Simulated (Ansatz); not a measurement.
## The bulk modulus of VN from a series of volumes

Reference cell: an entry of the Crystallography Open Database (COD), whose atoms a relaxation with PBE at fixed cell left in place.

```
CELL_PARAMETERS angstrom
0.00000 2.06400 2.06400
2.06400 0.00000 2.06400
2.06400 2.06400 0.00000
ATOMIC_POSITIONS crystal
V 0.00000 0.00000 0.00000
N 0.50000 0.50000 0.50000
```

Sites (sets of like atoms) are named by element and the number of their first atom in this list.

The numbers come from a DFT calculation in Ansatz (PBE, plane waves and PAW, scalar-relativistic, collinear spin, 420 eV cutoff, Γ-centred 19×19×19 k-points, Fermi–Dirac smearing 0.05 eV). Start moments as typed (μB): 2 on each V, none on the rest.

The cell is scaled uniformly, and the ions relax again at each size.

| V/V₀ | pressure (GPa) |
| --- | --- |
| 0.94 | 19.0 |
| 0.96 | ? |
| 0.98 | 3.9 |
| 1.00 | -2.5 |
| 1.02 | -8.3 |
| 1.04 | -13.4 |
| 1.06 | -18.1 |

Question: Estimate the row at V/V₀ = 0.96, the equilibrium volume and the bulk modulus.

Answer: pressure (GPa): 11.0. Worked: a parabola in ln(V/V₀) through the other 6 rows gives 11.1 GPa there. It crosses zero pressure at V/V₀ = 0.992, the equilibrium volume of this functional, where the bulk modulus is B = −dP/d ln V = 316 GPa.

The start moments die out, and the run ends without spin.
